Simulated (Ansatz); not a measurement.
# Trends among crystals of one structure type (P6_3mc)

All 3 crystals share space group P6_3mc (No. 186) and the same kinds of sites, 4 atoms in the primitive cell. They are database entries and needn't be the stable phases. The set is a selection: crystals with no linear-response run were left out. Cells are relaxed by PAW under the functional.

Quantity: dielectric response and Born charges by linear response (direction means). Level: PBEsol, PAW on Ansatz 0.2.0's default frozen-core files (fitted under PBE), scalar-relativistic.

```json
{"crystal": "MgTe", "cell (conventional)": "a = 4.563, c = 7.408 Å", "k mesh": "6×6×4", "smearing (eV)": "none"}
{"crystal": "ZnO", "cell (conventional)": "a = 3.230, c = 5.214 Å", "k mesh": "6×6×4", "smearing (eV)": "none"}
{"crystal": "ZnS", "cell (conventional)": "a = 3.782, c = 6.209 Å", "k mesh": "6×6×4", "smearing (eV)": "none"}
```

**Question.** Rank them by ε∞, lowest first.
A. MgTe
B. ZnO
C. ZnS

**Answer.** B (5.32), A (5.59), C (6.02).

All values:

```csv
crystal,ε∞,largest |Z*| (e),ε₀
MgTe,5.59,1.92,8.0
ZnO,5.32,2.13,10.4
ZnS,6.02,1.92,8.8
```

Known limits: frozen-core PAW files fitted under PBE, their cores solved anew for the functional of the run; zone-boundary modes aren't tested; field response not resolved by the mesh; wurtzite ZnS is metastable at ambient conditions (ZnS); semilocal gaps are low, so ε∞ comes out large.
